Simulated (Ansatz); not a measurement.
## O: relaxation of cell and atoms

Computed with Ansatz 0.2.0, DFT, PBE, PAW with Ansatz's default frozen-core files, scalar-relativistic.

Command: `ansatz run input.yaml --threads 1 --pin off --max-ram 2048MiB --backend cpu --events-out ev --progress --plain --runs-dir out` The run took 19 s on 1 thread of Arm Neoverse N1, with other jobs on the host, peak memory 0.27 GiB.

```yaml
crystal:
  lattice:
    - [2.2322827293, 0.0, 0.0]
    - [0.0, 2.2322827293, 0.0]
    - [0.0, 0.0, 2.2322827293]
  atoms:
    - { symbol: O, position: [0.0, 0.0, 0.0] }
kpoints:
  mp_grid: { grid: [18, 18, 18] }
scf:
  occupations: { method: fermi_dirac, width: 0.03 }
hamiltonian:
  xc: pbe
  pseudopotentials: { kind: paw }
output:
  forces: true
  stress: true
relax:
  f_tol: 0.005
  max_steps: 80
  cell: {}
```

This is a hypothetical arrangement without O2 molecules, not solid oxygen as it is known.

The cell is built from the sc type as a first guess.

The cutoff is 420 eV; energies and pressures of the walk include the program's estimate of the Pulay term.

Each frame lists the cell vectors (Å), then Cartesian positions (Å); symmetry keeps all forces zero. Free energies count from the first step, -562.7069 eV.

The walk took 11 evaluations in all; steps that aren't listed are left out.

Step 1: E = 0.0 meV, P = -26.01 GPa

```
cell 2.2323 0.0000 0.0000 0.0000 2.2323 0.0000 0.0000 0.0000 2.2323
O     0.0000    0.0000    0.0000
```

Step 2:

```
cell 2.1235 0.0000 0.0000 0.0000 2.1235 0.0000 0.0000 0.0000 2.1235
O     0.0000    0.0000    0.0000
```

Step 3: E = -357.4 meV, P = -2.57 GPa

```
cell 2.0146 0.0000 0.0000 0.0000 2.0146 0.0000 0.0000 0.0000 2.0146
O     0.0000    0.0000    0.0000
```

Step 4: E = -359.9 meV, P = 0.32 GPa

```
cell 2.0025 0.0000 0.0000 0.0000 2.0025 0.0000 0.0000 0.0000 2.0025
O     0.0000    0.0000    0.0000
```

Step 5: E = -359.8 meV, P = 0.00 GPa

```
cell 2.0038 0.0000 0.0000 0.0000 2.0038 0.0000 0.0000 0.0000 2.0038
O     0.0000    0.0000    0.0000
```

Step 6: E = -354.4 meV, P = -1.66 GPa (the cell of the step before, solved again on a basis chosen afresh, hence the jump)

Give the energy, pressure of step 2.

E = -237.2 meV, P = -19.31 GPa
```
O     0.0000    0.0000    0.0000
```

How does the relaxation end?

It converges, with a = 1.997 Å, b = 1.997 Å, c = 1.997 Å, α = 90.00°, β = 90.00°, γ = 90.00° (conventional cell, space group Pm-3m). The last solve (on a basis chosen afresh for the final cell, so its energy is not quite comparable) gives E = -354.7 meV, P = -0.01 GPa:
```
cell 1.9971 0.0000 0.0000 0.0000 1.9971 0.0000 0.0000 0.0000 1.9971
O     0.0000    0.0000    0.0000
```
